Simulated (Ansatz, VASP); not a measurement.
## Cross-check of Ge11H10 (Ge wire along [110], 11 atoms a period, H-terminated) between VASP and Ansatz

Wanted: the spread between two codes on one cell, functional and k mesh. The structure shown is the start of the Ansatz relaxation below; VASP solves that cell, so the two are compared at the walk's first step.

Main program and level: Ansatz 0.2.0; plane waves, with VASP 6.6.1 beside it; single point at PBE.

### Step 1. The structure

The cell holds 21 atoms: 10 H and 11 Ge. Cell: a = 17.241 Å, b = 15.457 Å, c = 4.073 Å, α = 90.0°, β = 90.0°, γ = 90.0°. Vacuum lies along a and b. The structure's axis is c.

### Step 2. Ansatz: relaxation, PBE

Ansatz runs on its default PAW (the set named soft_2) files.

The two programs are compared at the cell with which this relaxation starts, whose forces are those of its first step.

Contents of input.yaml:

```yaml
crystal:
  lattice:
    - [17.241, 0.0, 0.0]
    - [0.0, 15.457, 0.0]
    - [0.0, 0.0, 4.0729350596]
  atoms:
    - { symbol: H, position: [0.364248013, 0.78002665, 0.0] }
    - { symbol: H, position: [0.364248013, 0.351715568, 0.0] }
    - { symbol: Ge, position: [0.416487815, 0.434120605, 0.0] }
    - { symbol: Ge, position: [0.667053328, 0.302370102, 0.0] }
    - { symbol: H, position: [0.719293129, 0.219965064, 0.0] }
    - { symbol: Ge, position: [0.750575165, 0.434120605, 0.0] }
    - { symbol: H, position: [0.802814967, 0.434120605, 0.312731396] }
    - { symbol: H, position: [0.197204338, 0.648276146, 0.5] }
    - { symbol: H, position: [0.197204338, 0.483466071, 0.5] }
    - { symbol: Ge, position: [0.24944414, 0.565871109, 0.5] }
    - { symbol: Ge, position: [0.500009653, 0.697621612, 0.5] }
    - { symbol: Ge, position: [0.500009653, 0.434120605, 0.5] }
    - { symbol: H, position: [0.531291688, 0.219965064, 0.5] }
    - { symbol: H, position: [0.552249454, 0.78002665, 0.5] }
    - { symbol: Ge, position: [0.58353149, 0.302370102, 0.5] }
    - { symbol: Ge, position: [0.58353149, 0.565871109, 0.5] }
    - { symbol: H, position: [0.802814967, 0.434120605, 0.687268604] }
    - { symbol: Ge, position: [0.332965978, 0.565871109, 0.0] }
    - { symbol: Ge, position: [0.416487815, 0.697621612, 0.0] }
    - { symbol: Ge, position: [0.667053328, 0.565871109, 0.0] }
    - { symbol: H, position: [0.719293129, 0.648276146, 0.0] }
kpoints:
  mp_grid: { grid: [1, 1, 20] }
scf:
  occupations: { method: fermi_dirac, width: 0.05 }
hamiltonian:
  xc: pbe
relax:
  cell: { fix: [a, b, alpha, beta, gamma] }
  max_steps: 45
  f_tol: 0.03
```

Started as:

```sh
> ansatz run input.yaml --threads 4 --pin off --max-ram 16384MiB --backend cpu --events-out ev --progress --plain --runs-dir out
```

Numbers of over 12 decimals in the logs are rounded to 6 here.

Output:

```text
Engine: ansatz 0.2.0, x86_64-unknown-linux-gnu
Pseudopotentials: kind: paw
Pseudopotential: H, paw, valence charge 1, recommended cutoff 420 eV (normal), H.paw.azcp
Pseudopotential: Ge, paw, valence charge 14, recommended cutoff 420 eV (normal), Ge.paw.azcp
Functional definition: PBE
  parameter kappa = 0.804
  parameter beta = 0.066725
  exchange = pbe_x(kappa = kappa, mu = beta*pi^2/3)
  correlation = pbe_c(beta = beta)
Crystal: 21 atoms, lattice volume = 1085.413 Å³
Basis set: ecut = 420 eV, 21223 PW (Γ), exchange–correlation on 240×216×60 points (8 copies of the dense FFT grid, shifted against one another)
Bands: 103, of which v1, the nominal top of the filled ones, is band 82 counted from 1 (81 counted from 0)
Symmetry: 2 space group operations
Space group: Pm (ITA 6), of the structure as read, at distance tolerance 1.0e-4 Å
k-points: 11 of 20
Non-local potential: H, projectors of the file, l = 0: 2, l = 1: 1
Non-local potential: Ge, projectors of the file, l = 0: 2, l = 1: 2, l = 2: 3, l = 3: 1
PAW form: soft (Blöchl's): semilocal exchange-correlation on the pseudo side does not see the compensation charge
PAW one-centre angular grid: H, 110 points (default); XC on 64 Gauss nodes
PAW one-centre angular grid: Ge, 590 points (default); XC on 64 Gauss nodes
Initial density: superposition of atomic densities (neutral atoms: chi_scale 0, normalization atom), corrected by the library's trained network
Initial wavefunctions: pseudopotential atomic-orbital guess
Functional: x = pbe(κ = 0.804, μ = 0.219515), c = pbe(β = 0.066725)
SCF iter   1: F=—  HF=-47401.045864 eV  |F-HF|=—  |Δ(HF+E_count)|=         —  Δρ=1.27e-3  dr2=3.50e-2  ethr=1.77e-3  ⟨swp⟩=6.7  Hψ=4630  notcnv=0  defer=11
preconditioner: auto → Resta (q_TF=auto, 1.991 Å⁻¹)  ε∞=1.4  [insulator: Δε(μ)=1.628 eV  Ē_g=21.653 eV  σ=0.050 eV  W_gap=1.00  n_scr=148 (ndim 8)  ℏωp=14.4 eV  f_vac=0.659  D(μ)=0.00/eV (n_scr^D=0)  ε∞_Penn≈1.4  vacuum switching on, ρ_ref=3.4e-2 e/Å³]
SCF iter   2: F=—  HF=-47401.046908 eV  |F-HF|=—  |Δ(HF+E_count)|=   1.04e-3  Δρ=5.96e-4  dr2=9.02e-3  ethr=2.14e-5  ⟨swp⟩=2.2  Hψ=2305  notcnv=0  defer=139
SCF iter   3: F=—  HF=-47401.048532 eV  |F-HF|=—  |Δ(HF+E_count)|=   1.62e-3  Δρ=3.12e-4  dr2=3.95e-3  ethr=5.50e-6  ⟨swp⟩=2.0  Hψ=1912  notcnv=0  defer=139
SCF iter   4: F=—  HF=-47401.049060 eV  |F-HF|=—  |Δ(HF+E_count)|=   5.29e-4  Δρ=1.18e-4  dr2=4.61e-4  ethr=2.41e-6  ⟨swp⟩=2.0  Hψ=1171  notcnv=0  defer=139
SCF iter   5: F=—  HF=-47401.049037 eV  |F-HF|=—  |Δ(HF+E_count)|=   2.36e-5  Δρ=5.51e-5  dr2=3.85e-5  ethr=2.81e-7  ⟨swp⟩=2.7  Hψ=1895  notcnv=0  defer=139
SCF iter   6: F=—  HF=-47401.049422 eV  |F-HF|=—  |Δ(HF+E_count)|=   3.85e-4  Δρ=2.40e-5  dr2=1.51e-5  ethr=2.35e-8  ⟨swp⟩=2.0  Hψ=2035  notcnv=0  defer=139
SCF iter   7: F=—  HF=-47401.049418 eV  |F-HF|=—  |Δ(HF+E_count)|=   3.25e-6  Δρ=1.05e-5  dr2=9.16e-7  ethr=9.22e-9  ⟨swp⟩=2.8  Hψ=1848  notcnv=0  defer=139
SCF iter   8: F=—  HF=-47401.049419 eV  |F-HF|=—  |Δ(HF+E_count)|=   1.13e-6  Δρ=3.74e-6  dr2=6.29e-7  ethr=5.58e-10  ⟨swp⟩=2.0  Hψ=1896  notcnv=0  defer=139
SCF iter   9: F=-47401.049419 eV  HF=-47401.049419 eV  |F-HF|=8.59e-9  |Δ(HF+E_count)|=   4.36e-8  Δρ=1.59e-6  dr2=3.38e-8  ethr=6.10e-11  ⟨swp⟩=3.0  Hψ=3555  notcnv=0
SCF 1 converged in 9 iterations: F = -47401.049419 eV  dr2 = 3.38e-8
  greatest PAW one-centre occupation: 0.998 electrons in one spin orbital (limit 2), on the Ge atom at site 5 (counted from 0), in its partial waves of l = 2
relax step   1: F+E_penalty+E_count = -47401.04941947 eV  Δ(F+E_penalty+E_count) = +0.000e0 eV  max|allowed force component| = 3.493e-1 eV/Å  Δτ_max = 0.0000 Å  P = -0.409 GPa  Ω = 1085.413 Å³  fix = [a, b, alpha, beta, gamma]  reactions: a -0.535, b -0.589 GPa; gamma +0.043 GPa/rad  (9 SCF iters, dr2 threshold 1.00e-7 eV, accepted)
[...]
relax step   4: F+E_penalty+E_count = -47401.14695825 eV  Δ(F+E_penalty+E_count) = -1.286e-3 eV  max|allowed force component| = 6.989e-3 eV/Å  Δτ_max = 0.0048 Å  P = -0.007 GPa  Ω = 1093.244 Å³  energy of the carried Pulay correction = -1.164e-3 eV  fix = [a, b, alpha, beta, gamma]  reactions: a -0.008, b -0.003 GPa; gamma -0.002 GPa/rad  (6 SCF iters, dr2 threshold 1.36e-7 eV, accepted)
[...]
relax step   5: F+E_penalty+E_count = -47401.14815019 eV  Δ(F+E_penalty+E_count) = -1.192e-3 eV  max|allowed force component| = 6.883e-3 eV/Å  Δτ_max = 0.0000 Å  P = -0.006 GPa  Ω = 1093.244 Å³  fix = [a, b, alpha, beta, gamma]  reactions: a -0.007, b -0.003 GPa; gamma -0.002 GPa/rad  stress off target by 7.79e-3 GPa on what of the cell is left free  SCF on the basis re-selected at this cell (its energy is not comparable with the rows above)  (9 SCF iters)
basis re-selected at this cell: Δ(F+E_penalty+E_count) = -1.192e-3 eV, ΔP = +0.001 GPa vs the last step (what re-selecting the basis moved, of the pressure what is left beyond the Pulay correction that the steps carried, after the strain that the cell walked since its last selection, with what the two solves' SCF thresholds leave and, on support functions, any second-order correction that the steps lacked; it is no m [...]
SCF converged after 9 iterations
Free energy (F): -47401.148150 eV
Harris-Foulkes:  -47401.148150 eV  (|F-HF|=1.96e-10)
Internal energy: -47401.148150 eV  (E = F + TS)
E sigma→0 (E₀):  -47401.148150 eV
Fermi energy:    -1.058531 eV
--- Per-component energies (eV) ---
  E_band       = -3187.430542
  E_kinetic    = 1351.525955
  E_local      = -92594.027662  (includes V_loc(G=0)·N_el)
  E_nonlocal   = 4626.408959
  E_hartree    = 43855.003658
  E_xc         = -913.965767
  E_vxc        = -817.059065  (∫ρ·V_xc dr)
  E_paw        = -22232.260801  (= ΣΔE_a)
  E_vpaw       = -3464.277525  (= ΣTr[D̂ρ^β])
  E_aug_tail   = -0.008996  (compensation charges beyond the density's cutoff)
  E_ewald      = 18506.176504
  E_smearing   = -0.000000  (= −TS)
  E_closure    = -0.000000  (closes the sum)
  Σ components = -47401.148150   (vs F -47401.148150, Δ=0.00e0)
--- Forces (eV/Å), atoms counted from 1 ---
  atom   1  H     -0.00081870    -0.00050273     0.00000000
  atom   2  H      0.00021235    -0.00133583     0.00000000
  atom   3  Ge     0.00086546     0.00205181    -0.00000000
  atom   4  Ge    -0.00191993     0.00170004    -0.00000000
  atom   5  H      0.00119302     0.00188111    -0.00000000
  atom   6  Ge    -0.00688283    -0.00081541     0.00000000
  atom   7  H     -0.00102951    -0.00002186     0.00594892
  atom   8  H     -0.00065587     0.00019221    -0.00000000
  atom   9  H      0.00133419    -0.00129566     0.00000000
  atom  10  Ge     0.00495189     0.00069208    -0.00000000
  atom  11  Ge    -0.00339527    -0.00262349     0.00000000
  atom  12  Ge    -0.00161484    -0.00122092     0.00000000
  atom  13  H     -0.00129566    -0.00078169     0.00000000
  atom  14  H     -0.00052922     0.00126242    -0.00000000
  atom  15  Ge     0.00290717     0.00227931    -0.00000000
  atom  16  Ge     0.00429988     0.00298435    -0.00000000
  atom  17  H     -0.00102951    -0.00002186    -0.00594892
  atom  18  Ge    -0.00203200    -0.00071305     0.00000000
  atom  19  Ge     0.00390948    -0.00004214     0.00000000
  atom  20  Ge     0.00007726    -0.00355863     0.00000000
  atom  21  H      0.00145289    -0.00011071     0.00000000
  max |Σ_I F_I| component: 6.42e-7 eV/Å
--- Stress (GPa, compression-positive) ---
       -0.007360       0.001744      -0.000000
        0.001744      -0.003278       0.000000
       -0.000000       0.000000      -0.007790
  P = ⅓ Tr σ = -0.0061 GPa (-0.061 kbar)
--- Relaxed structure (4 steps of the walk, 4 accepted, 1 SCFs on fresh bases) ---
  F+E_penalty+E_count = -47401.14815019 eV   max|allowed force component| = 6.883e-3 eV/Å   (the final SCF, on the basis selected at the relaxed cell)
  cell:  # Å, volume = 1093.2435 Å³
    - [17.241, 0, 0]
    - [0, 15.457, 0]
    - [0, 0, 4.102317]
  atoms:
    - { symbol: H, position: [0.366111, 0.776352, -8.763087274829418e-19] }
    - { symbol: H, position: [0.366968, 0.354832, -1.2790979254193419e-18] }
    - { symbol: Ge, position: [0.418950, 0.437218, -1.1579311740418383e-18] }
    - { symbol: Ge, position: [0.664517, 0.305094, 1.190902105845446e-18] }
    - { symbol: H, position: [0.716509, 0.222844, 1.3075328871157224e-18] }
    - { symbol: Ge, position: [0.746827, 0.434280, 1.7605785137218524e-18] }
    - { symbol: H, position: [0.801036, 0.434492, 0.297677] }
    - { symbol: H, position: [0.200530, 0.646185, 0.500000] }
    - { symbol: H, position: [0.200653, 0.484836, 0.500000] }
    - { symbol: Ge, position: [0.253956, 0.565537, 0.500000] }
    - { symbol: Ge, position: [0.498478, 0.694305, 0.500000] }
    - { symbol: Ge, position: [0.500173, 0.434843, 0.500000] }
    - { symbol: H, position: [0.531913, 0.223791, 0.500000] }
    - { symbol: H, position: [0.550829, 0.776321, 0.500000] }
    - { symbol: Ge, position: [0.584364, 0.305635, 0.500000] }
    - { symbol: Ge, position: [0.582829, 0.565472, 0.500000] }
    - { symbol: H, position: [0.801036, 0.434492, 0.702323] }
    - { symbol: Ge, position: [0.334016, 0.565647, -4.946131164782055e-19] }
    - { symbol: Ge, position: [0.418271, 0.694176, -8.388023743183232e-19] }
    - { symbol: Ge, position: [0.663988, 0.563520, 1.4397041243313503e-18] }
    - { symbol: H, position: [0.715858, 0.645916, 1.6132719616789708e-18] }
```

(Continued in part 2 of 2.)

[Lines on the potential files, build, host, timing and source positions are cut from VASP's logs without a mark.]

[Logs are printed without paths, hosts, clocks, repeated set-up lines and the standing remarks that a program may print on its own settings, such as how far it seeks lower states.]

[Hosts, paths, dates, database ids (printed as entryN), source tags and the programs' standing remarks are cut or masked in the printed files.]
